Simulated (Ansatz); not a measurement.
# AlN: moving N off its site

AlN, P6_3mc, a = 3.107 Å, c = 4.978 Å. Ansatz: r2SCAN, PAW, 500 eV, Γ-centred 12×12×6 mesh on 4 atoms, Gaussian smearing 0.05 eV; no spin polarisation.

```
Al N
1.0
     3.10667    0.00000    0.00000
    -1.55333    2.69045    0.00000
     0.00000    0.00000    4.97840
Al N
2 2
Direct
  0.33333 0.66667 0.00169
  0.66667 0.33333 0.50169
  0.33333 0.66667 0.38331
  0.66667 0.33333 0.88331
```

Atom 3 (N) moves by x along the unit vector (0.577, 0.577, 0.577), with its periodic images; all else is held. y is the free energy of the cell over the start, F the force along the path summed over the moved atoms.

| x (Å) | y (meV) | F (eV/Å) |
| --- | --- | --- |
| -0.200 | ? | ? |
| -0.150 | 196.0 | 2.58 |
| -0.100 | 87.8 | 1.74 |
| 0.000 | 0.0 | 0.00 |
| 0.050 | 22.3 | -0.89 |
| 0.150 | 202.2 | -2.71 |
| 0.200 | 360.4 | -3.62 |

Question: Fit y = c2 x² + c3 x³ + c4 x⁴ to the energies of the other rows, give the force constant, and predict energy and force of the missing row.

Answer: Least squares on the rows shown. y = 8880.3 x² + 919.27 x³ − 1360.2 x⁴. The force constant is 2 c2 = 17.8 eV/Å² (for all images moving together, not for a lone atom). The force −dy/dx at the missing row is 3.40 eV/Å (computed 3.39). At x = -0.200 the fit asked for gives 345.7 meV. The run gave 345.5 meV, so the fit is 0.2 meV too high, a small miss on the scale of the series.